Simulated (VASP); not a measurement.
# BaTiO3 (Pm-3m) in VASP: a series of runs

Aim: see how the results for BaTiO3 move with the level of theory and the settings. Levels: PBEsol, LDA. Tasks: relaxation of cell and atoms.

Everything below comes from runs of VASP 6.6.1. Logs are shortened: lines on timing, memory, paths and dates and some standing lists are left out, and cuts for length are marked.

## Step 1: Starting point

It takes space group Pm-3m (No. 221, cubic). The conventional cell has a = 4.035 Å, b = 4.035 Å, c = 4.035 Å, α = 90.00°, β = 90.00°, γ = 90.00°. Around Ba (site symmetry m-3m) lie 12 O at 2.85 Å. Ti (site symmetry m-3m) has 6 O at 2.02 Å as nearest neighbours. O (site symmetry 4/mmm) has 2 Ti at 2.02 Å as nearest neighbours.

## Step 2: Relaxation of cell and atoms, PBEsol

INCAR

```
SYSTEM = BaTiO3
PREC = Accurate ; ENCUT = 600
EDIFF = 1E-7 ; ISMEAR = 0
SIGMA = 0.02 ; LREAL = .False.
LASPH = .True. ; NELM = 80
ALGO = Normal ; ISIF = 3
LWAVE = .False. ; LCHARG = .False.
GGA = PS ; IBRION = 2
NSW = 90 ; EDIFFG = -0.005
```

KPOINTS

```
regular mesh
0
Gamma
  8 8 8
  0 0 0
```

POSCAR

```
BaTiO3
1.0
    4.0354200000      0.0000000000      0.0000000000
    0.0000000000      4.0354200000      0.0000000000
    0.0000000000      0.0000000000      4.0354200000
Ba Ti O
1 1 3
Direct
    0.0000000000      0.0000000000      0.0000000000
    0.5000000000      0.5000000000      0.5000000000
    0.5000000000      0.5000000000      0.0000000000
    0.0000000000      0.5000000000      0.5000000000
    0.5000000000      0.0000000000      0.5000000000
```

Potentials or basis: VASP PAW PBE potentials, release 64 (Ba_sv, Ti_sv, O).

Command:

```sh
cat potpaw_PBE.64/Ba_sv/POTCAR potpaw_PBE.64/Ti_sv/POTCAR potpaw_PBE.64/O/POTCAR > POTCAR
mpirun -np 1 vasp_std > vasp.out
```

OUTCAR:

```text
SYSTEM = BaTiO3
   PREC = Accurate
   ENCUT = 600
   EDIFF = 1E-7
   ISMEAR = 0
   LREAL = .False.
   LASPH = .True.
   NELM = 80
   ISIF = 3
   GGA = PS
   IBRION = 2
   NSW = 90
   EDIFFG = -0.005

 ion  position               nearest neighbor table
   1  0.000  0.000  0.000-   3 2.85   4 2.85   5 2.85   4 2.85   5 2.85   3 2.85   4 2.85   4 2.85
                             3 2.85   5 2.85   5 2.85   3 2.85   2 3.49   2 3.49   2 3.49   2 3.49
   2  0.500  0.500  0.500-   3 2.02   4 2.02   5 2.02   3 2.02   5 2.02   4 2.02   1 3.49   1 3.49
                             1 3.49   1 3.49   1 3.49   1 3.49   1 3.49   1 3.49
   3  0.500  0.500  0.000-   2 2.02   2 2.02   1 2.85   1 2.85   1 2.85   1 2.85
   4  0.000  0.500  0.500-   2 2.02   2 2.02   1 2.85   1 2.85   1 2.85   1 2.85
   5  0.500  0.000  0.500-   2 2.02   2 2.02   1 2.85   1 2.85   1 2.85   1 2.85

  LATTYP: Found a simple cubic cell.
 ALAT       =     4.0354200000

  Lattice vectors:

 A1 = (   4.0354200000,   0.0000000000,   0.0000000000)
 A2 = (   0.0000000000,   4.0354200000,   0.0000000000)
 A3 = (   0.0000000000,   0.0000000000,   4.0354200000)

Analysis of symmetry for initial positions (statically):
=====================================================================
 Subroutine PRICEL returns:
 Original cell was already a primitive cell.

 Routine SETGRP: Setting up the symmetry group for a
 simple cubic supercell.

 Subroutine GETGRP returns: Found 48 space group operations
 (whereof 48 operations were pure point group operations)
 out of a pool of 48 trial point group operations.

The static configuration has the point symmetry O_h .

Analysis of symmetry for dynamics (positions and initial velocities):
=====================================================================
 Subroutine PRICEL returns:
 Original cell was already a primitive cell.

 Routine SETGRP: Setting up the symmetry group for a
 simple cubic supercell.

 Subroutine GETGRP returns: Found 48 space group operations
 (whereof 48 operations were pure point group operations)
 out of a pool of 48 trial point group operations.

The dynamic configuration has the point symmetry O_h .

 Subroutine INISYM returns: Found 48 space group operations
 (whereof 48 operations are pure point group operations),
 and found     1 'primitive' translations

----------------------------------------------------------------------------------------

                                     Primitive cell

  volume of cell :      65.7153

  direct lattice vectors                    reciprocal lattice vectors
     4.035420000  0.000000000  0.000000000     0.247805681  0.000000000  0.000000000
     0.000000000  4.035420000  0.000000000     0.000000000  0.247805681  0.000000000
     0.000000000  0.000000000  4.035420000     0.000000000  0.000000000  0.247805681

  length of vectors
     4.035420000  4.035420000  4.035420000     0.247805681  0.247805681  0.247805681

  position of ions in fractional coordinates (direct lattice)
     0.000000000  0.000000000  0.000000000
     0.500000000  0.500000000  0.500000000
     0.500000000  0.500000000  0.000000000
     0.000000000  0.500000000  0.500000000
     0.500000000  0.000000000  0.500000000

  ion indices of the primitive-cell ions
   primitive index   ion index
                 1           1
                 2           2
                 3           3
                 4           4
                 5           5

----------------------------------------------------------------------------------------

 KPOINTS: regular mesh

Automatic generation of k-mesh.
 Grid dimensions read from file:
 generate k-points for:    8    8    8

 Generating k-lattice:

  Cartesian coordinates                     Fractional coordinates (reciprocal lattice)
     0.030975710  0.000000000  0.000000000     0.125000000  0.000000000  0.000000000
     0.000000000  0.030975710  0.000000000     0.000000000  0.125000000  0.000000000
     0.000000000  0.000000000  0.030975710     0.000000000  0.000000000  0.125000000

  Length of vectors
     0.030975710  0.030975710  0.030975710

  Shift w.r.t. Gamma in fractional coordinates (k-lattice)
     0.000000000  0.000000000  0.000000000

 Subroutine IBZKPT returns following result:
 ===========================================

 Found     35 irreducible k-points:

 Following reciprocal coordinates:
            Coordinates               Weight
  0.000000  0.000000  0.000000      1.000000
  0.125000  0.000000  0.000000      6.000000
  0.250000  0.000000  0.000000      6.000000
  0.375000  0.000000  0.000000      6.000000
  0.500000  0.000000  0.000000      3.000000
  0.125000  0.125000  0.000000     12.000000
[... 16 lines left out ...]
  0.375000  0.375000  0.125000     24.000000
  0.500000  0.375000  0.125000     24.000000
 [... further k-points ...]
   k-points           NKPTS =     35   k-points in BZ     NKDIM =     35   number of bands    NBANDS=     24
   number of dos      NEDOS =    301   number of ions     NIONS =      5
   total plane-waves  NPLWV =  32768
   dimension x,y,z NGX =    32 NGY =   32 NGZ =   32
   dimension x,y,z NGXF=    64 NGYF=   64 NGZF=   64
   ions per type =               1   1   3
   NGX,Y,Z   is equivalent  to a cutoff of  13.18, 13.18, 13.18 a.u.
   NGXF,Y,Z  is equivalent  to a cutoff of  26.37, 26.37, 26.37 a.u.
 SYSTEM =  BaTiO3
   PREC   = accura    normal or accurate (medium, high low for compatibility)
   ISTART =      0    job   : 0-new  1-cont  2-samecut
   ICHARG =      2    charge: 1-file 2-atom 10-const
   ISPIN  =      1    spin polarized calculation?
   LNONCOLLINEAR =      F non collinear calculations
   LSORBIT =      F    spin-orbit coupling
   LASPH  =      T    aspherical Exc in radial PAW
   ENCUT  =  600.0 eV  44.10 Ry    6.64 a.u.   8.06  8.06  8.06*2*pi/ulx,y,z
   NELM   =     80;   NELMIN=  2; NELMDL= -5     # of ELM steps
   EDIFF  = 0.1E-06   stopping-criterion for ELM
   LREAL  =      F    real-space projection
   EDIFFG = -.5E-02   stopping-criterion for IOM
   NSW    =     90    number of steps for IOM
   IBRION =      2    ionic relax: 0-MD 1-quasi-New 2-CG
   NFREE  =      1    steps in history (QN), initial steepest desc. (CG)
   ISIF   =      3    stress and relaxation
   ISYM   =      2    0-nonsym 1-usesym 2-fastsym
   POTIM  = 0.5000    time-step for ionic-motion
   TEBEG  =    0.0;   TEEND  =   0.0 temperature during run
   PSTRESS=    0.0 pullay stress
   NELECT =      40.0000    total number of electrons
   NUPDOWN=      -1.0000    fix difference up-down
   EMIN   =  10.00;   EMAX   =-10.00  energy-range for DOS
   EFERMI =   0.00;   METHOD = LEGACY
   ISMEAR =     0;   SIGMA  =   0.02  broadening in eV -4-tet -1-fermi 0-gaus
   EFERMI_NEDOS =   21; number of points for ismear=-14 and -15
   IALGO  =     38    algorithm
   IMIX   =      4    mixing-type and parameters
     AMIX     =   0.40;   BMIX     =  1.00
     AMIX_MAG =   1.60;   BMIX_MAG =  1.00
  volume/ion in A,a.u.               =      13.14        88.69
  Fermi-wavevector in a.u.,A,eV,Ry     =   1.387414  2.621832 26.190096  1.924918
  Thomas-Fermi vector in A             =   2.511637
   LORBIT       =      0    0 simple, 1 ext, 2 COOP (PROOUT), +10 PAW based schemes
   GGA     = PS    functional components
   LHFCALC =     F    Hartree Fock is set to
   AEXX    =    0.0000 exact exchange contribution
   IVDW    =     0    specifies the selected vdW correction
   LEPSILON=     F    determine dielectric tensor
   LRPA    =     F    only Hartree local field effects (RPA)
 conjugate gradient relaxation of ions
 non-spin polarized calculation
 Gauss-broadening in eV      SIGMA  =   0.02
  energy-cutoff  :      600.00
  volume of cell :       65.72
 maximum number of plane-waves:      2272
   NGX = 17   NGY = 17   NGZ = 17

--------------------------------------- Ionic step        1  -------------------------------------------

 number of electron      40.0000014 magnetization

 Free energy of the ion-electron system (eV)
  ---------------------------------------------------
  ext. energy  EPLUGINS =         0.00000000
  ---------------------------------------------------
  free energy    TOTEN  =       -41.93995711 eV

  energy without entropy =      -41.93995711  energy(sigma->0) =      -41.93995711

------------------------ aborting loop because EDIFF is reached ----------------------------------------

  FORCE on cell =-STRESS in cart. coord.  units (eV):
  Direction    XX          YY          ZZ          XY          YZ          ZX
  --------------------------------------------------------------------------------------
  -------------------------------------------------------------------------------------
  Total       -2.6224696     -2.6224696     -2.6224696     -0.0000000     -0.0000000     -0.0000000
  in kB      -63.9373769    -63.9373769    -63.9373769     -0.0000000     -0.0000000     -0.0000000
  external PRESSURE =     -63.9373769 kB  Pullay stress =       0.0000000 kB
[... 63 lines left out ...]
  energy  without entropy=      -41.9410737008  energy(sigma->0) =      -41.94107370

--------------------------------------- Ionic step        3  -------------------------------------------

 number of electron      39.9999987 magnetization

 Free energy of the ion-electron system (eV)
  ---------------------------------------------------
  ext. energy  EPLUGINS =         0.00000000
  ---------------------------------------------------
  free energy    TOTEN  =       -41.99244688 eV

  energy without entropy =      -41.99244688  energy(sigma->0) =      -41.99244688

 E-fermi :   3.9170     XC(G=0): -11.5940

 val. band max:        3.8012883405   @ k =   0.5000   0.5000   0.5000
 cond. band min:       5.5292186556   @ k =   0.0000   0.0000   0.0000
 fundamental gap:      1.7279303151
 Fermi energy:         3.9169505241

 k-point     1 :       0.0000    0.0000    0.0000
  band No.  band energies     occupation
      1     -52.5065      2.00000
      2     -28.8390      2.00000
      3     -28.8390      2.00000
      4     -28.8390      2.00000
      5     -20.9240      2.00000
      6     -13.0465      2.00000
[... 637 lines left out ...]
     23       7.7144      0.00000
     24       9.1586      0.00000

 [... further k-points ...]
[... 5 lines left out ...]
  --------------------------------------------------------------------------------------
  -------------------------------------------------------------------------------------
  Total       -0.0159370     -0.0159370     -0.0159370      0.0000000     -0.0000000      0.0000000
  in kB       -0.4040298     -0.4040298     -0.4040298      0.0000000     -0.0000000      0.0000000
  external PRESSURE =      -0.4040298 kB  Pullay stress =       0.0000000 kB
[... 20 lines left out ...]
  FREE ENERGIE OF THE ION-ELECTRON SYSTEM (eV)
  ---------------------------------------------------
  free  energy   TOTEN  =       -41.9924468781 eV

  energy  without entropy=      -41.9924468781  energy(sigma->0) =      -41.99244688

 reached required accuracy - stopping structural energy minimisation
```

Wall time 2 min (1 thread of Intel Xeon Platinum 8488C (Sapphire Rapids), shared host); peak memory 0.23 GiB.

Results:

```yaml
Free_energy: -41.9924 eV
Relaxed_volume: 12.64 Å³/atom
Relaxed_cell: a = 3.983 Å, b = 3.983 Å, c = 3.983 Å, α = 90.00°, β = 90.00°, γ = 90.00°
Space_group_after_relaxing_to_0.05_Å: Pm-3m (No. 221)
Energy_gained_by_relaxing: 10.5 meV/atom
Ionic_steps: 3
Pressure_after_relaxing: 0.0 GPa
Band_gap_on_the_k_mesh: 1.73 eV, indirect (least direct gap 1.86 eV)
```

The path:
```tsv
step	energy change (eV)	largest force (eV/Å)	pressure (GPa)	volume (Å³)
1	0.0000	0.0000	-6.39	65.72
2	-0.0011	0.0000	7.31	60.85
3	-0.0525	0.0000	-0.04	63.20
```

Final structure:
```
Ba Ti O
1.0
     3.98322    0.00000    0.00000
     0.00000    3.98322    0.00000
     0.00000    0.00000    3.98322
Ba Ti O
1 1 3
Direct
  0.00000 0.00000 0.00000
  0.50000 0.50000 0.50000
  0.50000 0.50000 0.00000
  0.00000 0.50000 0.50000
  0.50000 0.00000 0.50000
```

Levels at points of the mesh, in eV from the valence-band top:
```tsv
k point	band 18	band 19	band 20	band 21	band 22	band 23
(0.00, 0.00, 0.00)	-0.13	-0.13	-0.13	1.73	1.73	1.73
(0.50, 0.00, 0.00)	-1.87	-0.72	-0.72	1.90	3.56	3.56
(0.50, 0.50, 0.00)	-0.87	-0.87	-0.09	3.57	3.57	3.99
(0.50, 0.50, 0.50)	0.00	0.00	0.00	4.26	4.26	4.26
```

Caveat: the PAW data sets were made with another functional, which shifts forces and pressure a little; spin-orbit coupling is left out, which moves the levels of the heavy elements. A k mesh can miss the band edges.

## Step 3: Relaxation of cell and atoms, LDA

Edit INCAR of step 2 so:

```diff
@@ -7,3 +7,3 @@
 LWAVE = .False. ; LCHARG = .False.
-GGA = PS ; IBRION = 2
+GGA = CA ; IBRION = 2
 NSW = 90 ; EDIFFG = -0.005
```

KPOINTS is that of step 2.

POSCAR is that of step 2.

Potentials or basis: VASP PAW LDA potentials, release 64 (Ba_sv, Ti_sv, O).

Command:

```sh
cat potpaw_LDA.64/Ba_sv/POTCAR potpaw_LDA.64/Ti_sv/POTCAR potpaw_LDA.64/O/POTCAR > POTCAR
mpirun -np 1 vasp_std > vasp.out
```

Wall time 2.8 min (1 thread of Intel Xeon Platinum 8488C (Sapphire Rapids), shared host); peak memory 0.21 GiB.

It converged, with:

* Free energy: -44.1725 eV
* Relaxed volume: 12.32 Å³/atom
* Relaxed cell: a = 3.950 Å, b = 3.950 Å, c = 3.950 Å, α = 90.00°, β = 90.00°, γ = 90.00°
* Space group after relaxing (to 0.05 Å): Pm-3m (No. 221)
* Energy gained by relaxing: 29.3 meV/atom
* Ionic steps: 6
* Pressure after relaxing: 0.0 GPa
* Band gap on the k mesh: 1.73 eV, indirect (least direct gap 1.83 eV)

Step by step:
| step | energy change (eV) | largest force (eV/Å) | pressure (GPa) | volume (Å³) |
| --- | --- | --- | --- | --- |
| 1 | 0.0000 | 0.0000 | -10.79 | 65.72 |
| 2 | 0.0277 | 0.0000 | 14.99 | 57.65 |
| 3 | -0.1467 | 0.0000 | -0.16 | 61.66 |
| 4 | -0.1467 | 0.0000 | 0.09 | 61.58 |
| 5 | -0.1467 | 0.0000 | -0.08 | 61.64 |
| 6 | -0.1467 | 0.0000 | 0.00 | 61.61 |

Final structure:
```xyz
5
Lattice="3.9496 0.0000 0.0000 0.0000 3.9496 0.0000 0.0000 0.0000 3.9496" Properties=species:S:1:pos:R:3 pbc="T T T"
Ba    0.0000    0.0000    0.0000
Ti    1.9748    1.9748    1.9748
O     1.9748    1.9748    0.0000
O     0.0000    1.9748    1.9748
O     1.9748    0.0000    1.9748
```

Levels at points of the mesh, in eV from the valence-band top:
```tsv
k point	band 17	band 18	band 19	band 20	band 21	band 22	band 23	band 24
(0.00, 0.00, 0.00)	-1.18	-0.10	-0.10	-0.10	1.73	1.73	1.73	4.22
(0.50, 0.00, 0.00)	-1.91	-1.91	-0.72	-0.72	1.92	3.66	3.66	4.24
(0.50, 0.50, 0.00)	-1.71	-0.84	-0.84	-0.10	3.67	3.67	4.09	5.14
(0.50, 0.50, 0.50)	-2.39	0.00	0.00	0.00	4.40	4.40	4.40	6.84
```

Caveat: spin-orbit coupling is left out, which moves the levels of the heavy elements. LDA usually gives volumes a few per cent too small.
